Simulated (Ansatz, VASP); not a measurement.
# TePb: VASP beside Ansatz

```xyz
2
Lattice="0.0000 3.2944 3.2944 3.2944 0.0000 3.2944 3.2944 3.2944 0.0000" Properties=species:S:1:pos:R:3 pbc="T T T"
Pb    0.0000    0.0000    0.0000
Te    3.2944    3.2944    3.2944
```

Change from the starting cell: volume scaled by 1.06.

Alike in both runs: task single point; functional PBE; k mesh 7 × 7 × 7; occupations fermi-dirac, width 0.05 eV; no spin polarisation.

```csv
,VASP,Ansatz
version,VASP 6.6.1,Ansatz 0.2.0
potentials or method,"VASP PAW PBE potentials, release 64 (Pb_d, Te), cutoff 520 eV","all-electron LAPW, scalar-relativistic"
```

|  | VASP | Ansatz | Ansatz less VASP |
| --- | --- | --- | --- |
| gap on the k mesh at the Fermi level (eV) | 1.09 | 1.09 | -0.004 |
| least direct gap on the mesh (eV) | 1.09 | 1.09 | -0.004 |
| pressure (GPa) | -0.4 | -0.3 | +0.07 |

Ansatz ran all-electron here, so the differences hold the error of VASP's frozen core and of both bases.

The runs have no spin-orbit coupling, so splittings on Pb, Te are missing.
